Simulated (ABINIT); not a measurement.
The system is Mo.

```
CELL_PARAMETERS angstrom
-1.58381 1.58381 1.58381
1.58381 -1.58381 1.58381
1.58381 1.58381 -1.58381
ATOMIC_POSITIONS crystal
Mo 0.00000 0.00000 0.00000
```

Base run:

| Quantity | Value |
| --- | --- |
| Program | ABINIT 10.8.3 (patched build) |
| Functional | RPBE |
| Potentials or basis | JTH PAW PBE v2.0 |
| Cutoff | 490 eV |
| k mesh | 12 × 12 × 12 |
| Occupations | fermi-dirac, width 0.05 eV |
| Spin | no spin polarisation |

Its results: band gap on the k mesh none (metal or under the smearing width); pressure 1.6 GPa.

The run is repeated on the same cell with these changes: functional from RPBE to r2SCAN. What comes out?

Band gap on the k mesh none (metal or under the smearing width); pressure -3.3 GPa.

Caveats: the PAW data sets were made with another functional, which shifts forces and pressure a little.
